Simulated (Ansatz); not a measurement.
# P: the cost of one run

Program: Ansatz 0.2.0. Level of theory: DFT PBE, scalar-relativistic, plane waves, PAW. These are calculated values, not measurements.

### Step 1. The starting structure

It takes space group P6_3/mmc (No. 194, hexagonal). The conventional cell has a = 3.270 Å, b = 3.270 Å, c = 8.323 Å, α = 90.00°, β = 90.00°, γ = 120.00°. P (site symmetry -3m) has 6 P at 2.14 Å as nearest neighbours. Around P (site symmetry 3m) lie 4 P at 2.14 to 2.16 Å.

Coordinates:

```xyz
6
Lattice="3.2699 0.0000 0.0000 -1.6349 2.8318 0.0000 0.0000 0.0000 8.3230" Properties=species:S:1:pos:R:3 pbc="T T T"
P     0.0000    0.0000    4.1615
P     0.0000    0.0000    0.0000
P     1.6349    0.9439    3.1610
P     0.0000    1.8879    5.1620
P     0.0000    1.8879    7.3226
P     1.6349    0.9439    1.0005
```

Recipe of the guess: 4-, 6-connected net, elements by coordination (P6_3/mmc, No. 194). The dimensions are guesses.

### Step 2. Probe: one point on a coarse mesh

Input file input.yaml:

```yaml
crystal:
  lattice:
    - [3.26986254, 0.0, 0.0]
    - [-1.63493127, 2.83178402, 0.0]
    - [0.0, 0.0, 8.32302019]
  atoms:
    - { symbol: P, position: [0.0, 0.0, 0.5] }
    - { symbol: P, position: [0.0, 0.0, 0.0] }
    - { symbol: P, position: [0.66666667, 0.33333333, 0.37979528] }
    - { symbol: P, position: [0.33333333, 0.66666667, 0.62020472] }
    - { symbol: P, position: [0.33333333, 0.66666667, 0.87979528] }
    - { symbol: P, position: [0.66666667, 0.33333333, 0.12020472] }
basis:
  ecutwfc: 420
kpoints:
  mp_grid: { grid: [6, 6, 2] }
hamiltonian:
  xc: pbe
scf:
  occupations: { method: gaussian, width: 0.1 }
  lower_state_search: "off"
output:
  forces: true
  stress: true
  eigenvalues: true
```

The run is started by

```bash
$ ansatz run input.yaml --threads 1 --pin off --max-ram 2560MiB --backend cpu --events-out ev --progress --plain --runs-dir out
```

What time and memory should one allow on 1 thread of Arm Neoverse V2, shared host?

About 1.5 s, with a peak of 0.3 GiB.
